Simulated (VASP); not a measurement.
The system is Te.

```
CELL_PARAMETERS angstrom
4.33222 0.00000 0.00000
-2.16611 3.75182 0.00000
0.00000 0.00000 6.01600
ATOMIC_POSITIONS crystal
Te 0.28697 0.00000 0.33333
Te 0.00000 0.28697 0.66667
Te 0.71303 0.71303 0.00000
```

The cell isn't the ideal one: a relaxed cell with its volume scaled by 1.04.

| Quantity | Value |
| --- | --- |
| Program | VASP 6.6.1 |
| Task | relaxation of shape and atoms at fixed volume |
| Functional | LDA |
| Potentials or basis | VASP PAW LDA potentials, release 64 (Te) |
| Cutoff | 600 eV |
| k mesh | 9 × 9 × 6 |
| Occupations | gaussian, width 0.03 eV |
| Spin | no spin polarisation |

At the start: pressure -2.1 GPa; volume 32.59 Å³/atom.

Problem. Where does the relaxation end?

Solution. Over 5 steps the energy falls by 3.1 meV/atom; space group P3_121 (No. 152, to 0.05 Å).

Step by step:
```tsv
step	energy change (eV)	largest force (eV/Å)	pressure (GPa)
1	0.0000	0.1282	-2.12
2	-0.0043	0.1037	-1.91
3	-0.0087	0.0334	-1.37
4	-0.0091	0.0209	-1.34
5	-0.0094	0.0031	-1.28
```

Final structure:
```cif
data_structure
_symmetry_space_group_name_H-M 'P 1'
_symmetry_Int_Tables_number 1
_cell_length_a 4.3636
_cell_length_b 4.3636
_cell_length_c 5.9299
_cell_angle_alpha 90.000
_cell_angle_beta 90.000
_cell_angle_gamma 120.000
_cell_volume 97.78
loop_
_atom_site_label
_atom_site_type_symbol
_atom_site_fract_x
_atom_site_fract_y
_atom_site_fract_z
_atom_site_occupancy
Te1 Te 0.28004 0.00000 0.33333 1
Te2 Te 0.00000 0.28004 0.66667 1
Te3 Te 0.71996 0.71996 0.00000 1
```
